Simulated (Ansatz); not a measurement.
**Property card for V**

All numbers below come from Ansatz, DFT PBEsol, scalar-relativistic, plane waves, PAW.

Cutoff 420 eV; k points 20×20×20 on the computed 1-atom cell (Γ-centred); Gaussian smearing, width 0.10 eV; no spin polarisation.

The structure is relaxed at this level of theory with its symmetry kept.

```
V
1.0
    -1.47942    1.47942    1.47942
     1.47942   -1.47942    1.47942
     1.47942    1.47942   -1.47942
V
1
Direct
  0.00000 0.00000 0.00000
```

```json
{"Space group": "Im-3m (No. 229)", "Volume per atom": "87.4 bohr³", "Formation energy from the elements' standard states (uncorrected)": "0.000 eV/atom", "Kohn–Sham band gap": "none (metal)", "Density of states at the Fermi level": "1.71 states/eV per cell", "Löwdin character within 0.5 eV of the Fermi level": "V 3d 87 %, V 4s 7 %, unprojected 6 %", "Bulk modulus": "197 GPa", "Its pressure derivative": "3.7", "Bader charges (e)": "V (1 in the cell) 0.00"}
```

A ferromagnetic start lost its moments in a first run, so spin was left out; other magnetic orders weren't tried.